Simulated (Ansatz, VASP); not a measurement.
One calculation of W, two programs

File INCAR:

```
PREC = Accurate
ENCUT = 520
EDIFF = 1E-7
ISMEAR = 0
SIGMA = 0.1
LREAL = False
LASPH = True
NELM = 100
ALGO = Fast
ISIF = 2
LWAVE = False
LCHARG = False
GGA = PS
NBANDS = 21
```

KPOINTS

```
regular mesh
0
Gamma
  18 18 10
```

The input POSCAR:

```
W
1.0
    2.7515287785      0.0000000000      0.0000000000
   -1.3757643892      2.3828938214      0.0000000000
    0.0000000000      0.0000000000      4.8949153584
W
2
Direct
    0.3333333333      0.6666666667      0.2500000000
    0.6666666667      0.3333333333      0.7500000000
```

Input for Ansatz:

```yaml
crystal:
  lattice:
    - [2.7515287785, 0.0, 0.0]
    - [-1.3757643892, 2.3828938214, 0.0]
    - [0.0, 0.0, 4.8949153584]
  atoms:
    - { symbol: W, position: [0.3333333333, 0.6666666667, 0.25] }
    - { symbol: W, position: [0.6666666667, 0.3333333333, 0.75] }
basis:
  ecutwfc: 600.0
kpoints:
  mp_grid: { grid: [18, 18, 10] }
hamiltonian:
  xc: pbesol
scf:
  occupations: { method: gaussian, width: 0.1 }
output:
  forces: true
  stress: true
  eigenvalues: true
```

Alike in both runs: task single point; functional PBEsol; k mesh 18 × 18 × 10; occupations gaussian, width 0.1 eV; no spin polarisation.

|  | VASP | Ansatz |
| --- | --- | --- |
| version | VASP 6.6.1 | Ansatz 0.2.0 |
| potentials or method | VASP PAW PBE potentials, release 64 (W_sv) | scalar-relativistic, plane waves, PAW |
| plane-wave cutoff (eV) | 520 | 600 |
| valence electrons in the cell | 28 | 28 |

|  | VASP | Ansatz | Ansatz less VASP |
| --- | --- | --- | --- |
| gap on the k mesh at the Fermi level (eV) | none | none | - |
| pressure (GPa) | 0.7 | 0.0 | -0.68 |
| largest component of the traceless stress (GPa) | 0.15 | 0.02 | -0.133 |

A gap of «none» marks a metal or a gap that the smearing closes.

Caveats: the PAW data sets were made with another functional, which shifts forces and pressure a little (VASP). The runs have no spin-orbit coupling, so splittings on W are missing.
